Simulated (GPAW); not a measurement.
# BN (P6_3/mmc) in GPAW: convergence with empty bands an atom in the response

Aim: find how far empty bands an atom in the response must go before the results for BN settle, at PBE. This setting moves, with any that are tied to it; all else stays.

Everything below comes from runs of GPAW 26.7.0. Logs are shortened: lines on timing, memory, paths and dates and some standing lists are left out, and cuts for length are marked. The log counts tension as positive stress, the text compression.

## Step 1: The structure

It takes space group P6_3/mmc (No. 194, hexagonal). The conventional cell has a = 2.498 Å, b = 2.498 Å, c = 6.636 Å, α = 90.00°, β = 90.00°, γ = 120.00°. N (site symmetry -6m2) has 3 B at 1.44 Å as nearest neighbours. Around B (site symmetry -6m2) lie 3 N at 1.44 Å.

## Step 2: With empty bands an atom in the response 2

File run.py:

```python
import numpy as np
from ase.dft.bandgap import bandgap
from ase.io import read, write
from gpaw import GPAW, PW
from gpaw.response.df import DielectricFunction

atoms = read('POSCAR')

calc = GPAW(mode=PW(650),
            xc='PBE',
            kpts={'size': (10, 10, 4), 'gamma': True},
            occupations={'name': 'fermi-dirac', 'width': 0.001},
            nbands=18,
            convergence={'density': 1e-06},
            maxiter=150,
            txt='gpaw.txt')
atoms.calc = calc
energy = atoms.get_potential_energy()
calc.write('gs.gpw')
write('result.traj', atoms)
print(f'Energy: {energy:.6f} eV')
print('Fermi level:', round(calc.get_fermi_level(), 4), 'eV')
print(f'Gap: {bandgap(calc)[0]:.4f} eV, direct: {bandgap(calc, direct=True)[0]:.4f} eV')

for size in [(12, 12, 4)]:
    name = 'x'.join(str(n) for n in size)
    dense = calc.fixed_density(kpts={'size': size, 'gamma': True},
                               nbands=22, convergence={'bands': 16, 'eigenstates': 1e-7},
                               update_fermi_level=True, txt=f'dense-{name}.txt')
    dense.write(f'{name}.gpw', mode='all')
    df = DielectricFunction(f'{name}.gpw', frequencies=np.array([0.0]), hilbert=False, eta=0.001,
                            ecut=80, nbands=16, intraband=False, txt=f'df-{name}.txt')
    for xc in ['RPA']:
        for direction in ['x', 'y', 'z', [0, 1, 1], [1, 0, 1], [1, 1, 0]]:
            e0, e = df.get_macroscopic_dielectric_constant(xc=xc, direction=direction)
            print(f'{name} {xc} {direction}: {e0:.4f} without, {e:.4f} with local fields')
```

File POSCAR:

```
BN
1.0
    2.4982400000      0.0000000000      0.0000000000
   -1.2491200000      2.1635393048      0.0000000000
    0.0000000000      0.0000000000      6.6357000000
N B
2 2
Direct
    0.6666666667      0.3333333333      0.2500000000
    0.3333333333      0.6666666667      0.7500000000
    0.6666666667      0.3333333333      0.7500000000
    0.3333333333      0.6666666667      0.2500000000
```

Potentials or basis: GPAW PAW data sets (gpaw-data 1.2.1), pw.

The run is started by

```bash
$ OMP_NUM_THREADS=1 python run.py
```

It took 34 s on 1 thread of AMD EPYC 7B13 (Zen 3), shared host; peak memory 0.32 GiB.

What came out:

* Free energy: -35.0655 eV
* Band gap on the k mesh: 4.24 eV, indirect (least direct gap 4.68 eV)
* Electronic dielectric tensor (diagonal): 4.46, 4.46, 2.41

## Step 3: With empty bands an atom in the response 3

Changes to run.py since step 2:

```diff
@@ -27,3 +27,3 @@
     dense = calc.fixed_density(kpts={'size': size, 'gamma': True},
-                               nbands=22, convergence={'bands': 16, 'eigenstates': 1e-7},
+                               nbands=26, convergence={'bands': 20, 'eigenstates': 1e-7},
                                update_fermi_level=True, txt=f'dense-{name}.txt')
@@ -31,3 +31,3 @@
     df = DielectricFunction(f'{name}.gpw', frequencies=np.array([0.0]), hilbert=False, eta=0.001,
-                            ecut=80, nbands=16, intraband=False, txt=f'df-{name}.txt')
+                            ecut=80, nbands=20, intraband=False, txt=f'df-{name}.txt')
     for xc in ['RPA']:
```

POSCAR is that of step 2.

Potentials or basis: GPAW PAW data sets (gpaw-data 1.2.1), pw.

The run is started by

```bash
$ OMP_NUM_THREADS=1 python run.py
```

Wall time 36 s (1 thread of AMD EPYC 7B13 (Zen 3), shared host); peak memory 0.33 GiB.

What came out:

```yaml
Free_energy: -35.0655 eV
Band_gap_on_the_k_mesh: 4.24 eV, indirect (least direct gap 4.68 eV)
Electronic_dielectric_tensor_diagonal: 4.56, 4.56, 2.49
```

## Step 4: With empty bands an atom in the response 5

Changes to run.py since step 3:

```diff
@@ -27,3 +27,3 @@
     dense = calc.fixed_density(kpts={'size': size, 'gamma': True},
-                               nbands=26, convergence={'bands': 20, 'eigenstates': 1e-7},
+                               nbands=34, convergence={'bands': 28, 'eigenstates': 1e-7},
                                update_fermi_level=True, txt=f'dense-{name}.txt')
@@ -31,3 +31,3 @@
     df = DielectricFunction(f'{name}.gpw', frequencies=np.array([0.0]), hilbert=False, eta=0.001,
-                            ecut=80, nbands=20, intraband=False, txt=f'df-{name}.txt')
+                            ecut=80, nbands=28, intraband=False, txt=f'df-{name}.txt')
     for xc in ['RPA']:
```

POSCAR is that of step 3.

The run is started by

```bash
$ OMP_NUM_THREADS=1 python run.py
```

Wall time 46 s (1 thread of AMD EPYC 7B13 (Zen 3), shared host); peak memory 0.34 GiB.

Results:

| Property | Result |
| --- | --- |
| Free energy | -35.0655 eV |
| Band gap on the k mesh | 4.24 eV, indirect (least direct gap 4.68 eV) |
| Electronic dielectric tensor (diagonal) | 4.59, 4.59, 2.52 |

## Step 5: With empty bands an atom in the response 8

Changes to run.py since step 4:

```diff
@@ -27,3 +27,3 @@
     dense = calc.fixed_density(kpts={'size': size, 'gamma': True},
-                               nbands=34, convergence={'bands': 28, 'eigenstates': 1e-7},
+                               nbands=46, convergence={'bands': 40, 'eigenstates': 1e-7},
                                update_fermi_level=True, txt=f'dense-{name}.txt')
@@ -31,3 +31,3 @@
     df = DielectricFunction(f'{name}.gpw', frequencies=np.array([0.0]), hilbert=False, eta=0.001,
-                            ecut=80, nbands=28, intraband=False, txt=f'df-{name}.txt')
+                            ecut=80, nbands=40, intraband=False, txt=f'df-{name}.txt')
     for xc in ['RPA']:
```

POSCAR is that of step 4.

The run is started by

```bash
$ OMP_NUM_THREADS=1 python run.py
```

Run time: 68 s. Hardware: 1 thread of AMD EPYC 7B13 (Zen 3), shared host; peak memory 0.36 GiB.

Results (log left out):

- Free energy: -35.0655 eV
- Band gap on the k mesh: 4.24 eV, indirect (least direct gap 4.68 eV)
- Electronic dielectric tensor (diagonal): 4.59, 4.59, 2.53

## Step 6: With empty bands an atom in the response 12

Changes to run.py since step 5:

```diff
@@ -27,3 +27,3 @@
     dense = calc.fixed_density(kpts={'size': size, 'gamma': True},
-                               nbands=46, convergence={'bands': 40, 'eigenstates': 1e-7},
+                               nbands=62, convergence={'bands': 56, 'eigenstates': 1e-7},
                                update_fermi_level=True, txt=f'dense-{name}.txt')
@@ -31,3 +31,3 @@
     df = DielectricFunction(f'{name}.gpw', frequencies=np.array([0.0]), hilbert=False, eta=0.001,
-                            ecut=80, nbands=40, intraband=False, txt=f'df-{name}.txt')
+                            ecut=80, nbands=56, intraband=False, txt=f'df-{name}.txt')
     for xc in ['RPA']:
```

POSCAR is that of step 5.

Potentials or basis: GPAW PAW data sets (gpaw-data 1.2.1), pw.

The run is started by

```bash
$ OMP_NUM_THREADS=1 python run.py
```

Run time: 88 s. Hardware: 1 thread of AMD EPYC 7B13 (Zen 3), shared host; peak memory 0.39 GiB.

It converged, with:

* Free energy: -35.0655 eV
* Band gap on the k mesh: 4.24 eV, indirect (least direct gap 4.68 eV)
* Electronic dielectric tensor (diagonal): 4.60, 4.60, 2.53

## Step 7: With empty bands an atom in the response 18

Changes to run.py since step 6:

```diff
@@ -27,3 +27,3 @@
     dense = calc.fixed_density(kpts={'size': size, 'gamma': True},
-                               nbands=62, convergence={'bands': 56, 'eigenstates': 1e-7},
+                               nbands=86, convergence={'bands': 80, 'eigenstates': 1e-7},
                                update_fermi_level=True, txt=f'dense-{name}.txt')
@@ -31,3 +31,3 @@
     df = DielectricFunction(f'{name}.gpw', frequencies=np.array([0.0]), hilbert=False, eta=0.001,
-                            ecut=80, nbands=56, intraband=False, txt=f'df-{name}.txt')
+                            ecut=80, nbands=80, intraband=False, txt=f'df-{name}.txt')
     for xc in ['RPA']:
```

POSCAR is that of step 6.

The run is started by

```bash
$ OMP_NUM_THREADS=1 python run.py
```

Wall time 2.5 min (1 thread of AMD EPYC 7B13 (Zen 3), shared host); peak memory 0.43 GiB.

It converged, with:

```yaml
Free_energy: -35.0655 eV
Band_gap_on_the_k_mesh: 4.24 eV, indirect (least direct gap 4.68 eV)
Electronic_dielectric_tensor_diagonal: 4.60, 4.60, 2.53
```

## Step 8: With empty bands an atom in the response 26

Changes to run.py since step 7:

```diff
@@ -27,3 +27,3 @@
     dense = calc.fixed_density(kpts={'size': size, 'gamma': True},
-                               nbands=86, convergence={'bands': 80, 'eigenstates': 1e-7},
+                               nbands=118, convergence={'bands': 112, 'eigenstates': 1e-7},
                                update_fermi_level=True, txt=f'dense-{name}.txt')
@@ -31,3 +31,3 @@
     df = DielectricFunction(f'{name}.gpw', frequencies=np.array([0.0]), hilbert=False, eta=0.001,
-                            ecut=80, nbands=80, intraband=False, txt=f'df-{name}.txt')
+                            ecut=80, nbands=112, intraband=False, txt=f'df-{name}.txt')
     for xc in ['RPA']:
```

POSCAR is that of step 7.

Potentials or basis: GPAW PAW data sets (gpaw-data 1.2.1), pw.

The run is started by

```bash
$ OMP_NUM_THREADS=1 python run.py
```

gpaw.txt:

```text
__  _  _
 | _ |_)|_||  |
 |__||  | ||/\| - 26.7.0

Input parameters:
  mode=PW(ecut=650.0),
  convergence={'density': 1e-06},
  kpts=MonkhorstPack(size=(10, 10, 4), gamma=True),
  maxiter=150,
  nbands=18,
  occupations=Occupations(name='fermi-dirac', width=0.001),
  xc=XC(name='PBE')

Diagonalizing LCAO Hamiltonian
Converting LCAO to pw mode

        N B

        B N

Atoms  # Å, Bohr magnetons
|   | symbol |         x |        y |        z |    initial magnetic moments |
|---|--------|-----------|----------|----------|-----------------------------|
| 0 |      N |  1.249120 | 0.721180 | 1.658925 | ( 0.0000,  0.0000,  0.0000) |
| 1 |      N | -0.000000 | 1.442360 | 4.976775 | ( 0.0000,  0.0000,  0.0000) |
| 2 |      B |  1.249120 | 0.721180 | 4.976775 | ( 0.0000,  0.0000,  0.0000) |
| 3 |      B | -0.000000 | 1.442360 | 1.658925 | ( 0.0000,  0.0000,  0.0000) |

Unit cell  # Å
| periodic |         x |        y |        z |  lengths |     angles |
|----------|-----------|----------|----------|----------|------------|
|      yes |  2.498240 | 0.000000 | 0.000000 | 2.498240 |  90.000000 |
|      yes | -1.249120 | 2.163539 | 0.000000 | 2.498240 |  90.000000 |
|      yes |  0.000000 | 0.000000 | 6.635700 | 6.635700 | 120.000000 |

Number of symmetries: 12
Symmetry operations  # r_c * U_cc + t_c -> r_c
|    | kind |            matrix            |
|----|------|------------------------------|
|  0 |  σ   |  1, 1, 0,  0,-1, 0,  0, 0, 1 |
|  1 |  S6  |  1, 1, 0, -1, 0, 0,  0, 0,-1 |
|  2 |  E   |  1, 0, 0,  0, 1, 0,  0, 0, 1 |
|  3 |  C2  |  1, 0, 0, -1,-1, 0,  0, 0,-1 |
|  4 |  C2  |  0, 1, 0,  1, 0, 0,  0, 0,-1 |
|  5 |  C3  |  0, 1, 0, -1,-1, 0,  0, 0, 1 |
|  6 |  S6  |  0,-1, 0,  1, 1, 0,  0, 0,-1 |
|  7 |  σ   |  0,-1, 0, -1, 0, 0,  0, 0, 1 |
|  8 |  σ   | -1, 0, 0,  1, 1, 0,  0, 0, 1 |
|  9 |  i   | -1, 0, 0,  0,-1, 0,  0, 0,-1 |
| 10 |  C3  | -1,-1, 0,  1, 0, 0,  0, 0, 1 |
| 11 |  C2  | -1,-1, 0,  0, 1, 0,  0, 0,-1 |

BZ-sampling:
  Number of BZ points: 400
  Number of IBZ points: 50

  Monkhorst-Pack size: [10, 10, 4]
  Monkhorst-Pack shift: [0.05, 0.05, 0.125]

K-points  # in reciprocal-cell coordinates
|     |                                coordinates |     weight |
|-----|--------------------------------------------|------------|
|   0 | (  0.00000000,   0.00000000,   0.00000000) | 0.00250000 |
|   1 | (  0.00000000,   0.00000000,   0.25000000) | 0.00500000 |
|   2 | (  0.00000000,   0.00000000,   0.50000000) | 0.00250000 |
|   3 | (  0.10000000,   0.00000000,  -0.25000000) | 0.01500000 |
|   4 | (  0.10000000,   0.00000000,   0.00000000) | 0.01500000 |
|   5 | (  0.10000000,   0.00000000,   0.25000000) | 0.01500000 |
|   6 | (  0.10000000,   0.00000000,   0.50000000) | 0.01500000 |
|   7 | (  0.20000000,  -0.10000000,   0.00000000) | 0.01500000 |
|   8 | (  0.20000000,  -0.10000000,   0.25000000) | 0.03000000 |
|   9 | (  0.20000000,  -0.10000000,   0.50000000) | 0.01500000 |
| ... |                                            |            |
|  49 | (  0.50000000,   0.50000000,   0.50000000) | 0.00750000 |

Plane wave coefficients: 1370
Cutoff: 650.0 eV

Spin-components: 1 (collinear spins)
Bands:           18
Projectors:      20
Spin-degeneracy: 2
Datatype:        complex128

Parallelization:
  kpt:    1
  domain: 1
  band:   1

Density:
  Valence electrons: 16.0
  Components: 1
  Grid points: [15 15 40]
  Charge: 0.0  # |e|

Potential:
  Grid points: [15 15 40]

species:
  N:
    name:    Nitrogen
    Z:       7.0
    valence: 5
    core:    2
    charge:  0.0  # [|e|]
    compensation charges:
      type: gauss
      rc: 0.18  # [Å]
      lmax: 2
    cutoffs:
      filter: 1.11  # [Å]
      core: 0.96  # [Å]
    projectors
    | kind |    occ | energy [eV] | rcut [Å] |
    |------|--------|-------------|----------|
    |   2s |  2.000 |     -18.583 |    0.603 |
    |   2p |  3.000 |      -7.089 |    0.529 |
    |    s |        |       8.629 |    0.603 |
    |    p |        |      20.123 |    0.529 |
    |    d |        |       0.000 |    0.577 |

    Using partial waves for N as LCAO basis

  B:
    name:    Boron
    Z:       5.0
    valence: 3
    core:    2
    charge:  0.0  # [|e|]
    compensation charges:
      type: gauss
      rc: 0.20  # [Å]
      lmax: 2
    cutoffs:
      filter: 1.14  # [Å]
      core: 1.38  # [Å]
    projectors
    | kind |    occ | energy [eV] | rcut [Å] |
    |------|--------|-------------|----------|
    |   2s |  2.000 |      -9.443 |    0.635 |
    |   2p |  1.000 |      -3.606 |    0.635 |
    |    s |        |      17.768 |    0.635 |
    |    p |        |      23.605 |    0.635 |
    |    d |        |       0.000 |    0.635 |

    Using partial waves for B as LCAO basis

Reference energy: -4302.422143  # eV

eigensolver:
  PPCG
  Converge bands: occupied
  niter=2

density mixing:
  MSR1-Mixer
  Pratt-step length: 0.05
  Maximum mixing coefficient: 0.75
  Old densities: 10
  SVD Regularization: 0.005
  Good broyden scale: 1.0
  Trust region scale: 1.0
  Backstep threshold: 4.0
  History deletion threshold: 6.0
  Fourier metric: weight=20.0, sigma=0.015

occupation numbers:
  Fermi-Dirac:
    width: 0.0010  # eV

poisson solver:
  ecut: 5200.0  # eV

xc functional:
  name: PBE with 2 nearest neighbor stencil

convergence criteria:
- Maximum integral of absolute [dens]ity change: 1e-06 electrons / valence electron
- Maximum [total energy] change in last 3 cyles: 0.0005 eV / valence electron
- Maximum integral of absolute [eigenst]ate change: 4e-08 eV^2 / valence electron
maximum number of iterations: 150

SCF iterations
|iter     | |      energy | eigst |  dens |
|---------|-|-------------|-------|-------|
|iter:   1| |  -38.184212 | +0.46 |       |
|iter:   2| |  -37.551647 | -1.34 | -0.64 |
|iter:   3| |  -35.111985 | -0.83 | -0.69 |
|iter:   4| |  -35.066276 | -2.24 | -1.32 |
|iter:   5| |  -35.065075 | -2.99 | -1.71 |
|iter:   6| |  -35.065504c| -4.40 | -2.31 |
|iter:   7| |  -35.065508c| -6.04 | -3.40 |
|iter:   8| |  -35.065509c| -7.59c| -3.98 |
|iter:   9| |  -35.065509c| -7.80c| -4.82 |
|iter:  10| |  -35.065509c| -8.59c| -5.33 |
|iter:  11| |  -35.065509c| -9.37c| -5.91 |
|iter:  12| |  -35.065509c|-10.03c| -6.65c|

Converged in 12 steps
Energy contributions relative to reference atoms: (reference = -4302.422143)

Energy contributions:
  Kinetic:          35.736405
  Coulomb:         -35.549934
  Zero:              0.060299
  External:          0.000000
  Xc:              -35.312280
  Entropy:          -0.000000
  Spinorbit:         0.000000
  ----------------------------
  Free energy:     -35.065509
  Extrapolated:    -35.065509

dipole moment: (0.000000, 0.000000, 0.000001)  # |e|*Ang

Fermi level: 4.968
Eigenvalues  # (at kpt = [0.000, 0.000, 0.000])
| band index |      eig [eV] | occ [0-2] |
|------------|---------------|-----------|
|          0 |       -13.771 |     2.000 |
|          1 |       -13.476 |     2.000 |
|          2 |        -2.177 |     2.000 |
|          3 |        -0.052 |     2.000 |
|          4 |         2.755 |     2.000 |
|          5 |         2.755 |     2.000 |
[... 8 lines left out ...]
|         14 |        16.427 |     0.000 |
|         15 |        17.183 |     0.000 |
|        ... |               |           |
|         17 |        20.776 |     0.000 |

Gap: 4.244 eV
Transition (v -> c):
  (s=0, k=33, n=7, [0.40, 0.30, 0.00]) -> (s=0, k=47, n=8, [0.50, 0.50, 0.00])
Direct/indirect transitions are different
Direct gap: 4.684 eV
Transition at: (s=0, k=36, n=7, [0.40, 0.40, 0.00])
# Writing to gs.gpw (mode='')
```

stdout:

```text
Energy: -35.065509 eV
Fermi level: 4.9682 eV
Gap: 4.2439 eV, direct: 4.6837 eV
12x12x4 RPA x: 4.8408 without, 4.6001 with local fields
12x12x4 RPA y: 4.8408 without, 4.6001 with local fields
12x12x4 RPA z: 3.0167 without, 2.5321 with local fields
12x12x4 RPA [0, 1, 1]: 3.9288 without, 3.5661 with local fields
12x12x4 RPA [1, 0, 1]: 3.9288 without, 3.5661 with local fields
12x12x4 RPA [1, 1, 0]: 4.8408 without, 4.6001 with local fields
```

Run time: 4.9 min. Hardware: 1 thread of AMD EPYC 7B13 (Zen 3), shared host; peak memory 0.48 GiB.

What came out:

| Quantity | Value |
| --- | --- |
| Free energy | -35.0655 eV |
| Band gap on the k mesh | 4.24 eV, indirect (least direct gap 4.68 eV) |
| Electronic dielectric tensor (diagonal) | 4.60, 4.60, 2.53 |

## Step 9: Summary

| empty bands an atom in the response | dielectric constant | SCF cycles | CPU time (s) | peak memory (GiB) |
| --- | --- | --- | --- | --- |
| 2 | 3.776 | 12 | 33 | 0.32 |
| 3 | 3.871 | 12 | 36 | 0.33 |
| 5 | 3.898 | 12 | 46 | 0.34 |
| 8 | 3.905 | 12 | 68 | 0.36 |
| 12 | 3.908 | 12 | 88 | 0.39 |
| 18 | 3.910 | 12 | 150 | 0.43 |
| 26 | 3.911 | 12 | 290 | 0.48 |

Against the tightest run, the dielectric constant stays within 0.05 from 3 on. The tightest run that finished is the yardstick and may itself not be fully converged.

Caveats: the long-wavelength limit can be off by a per cent or two.
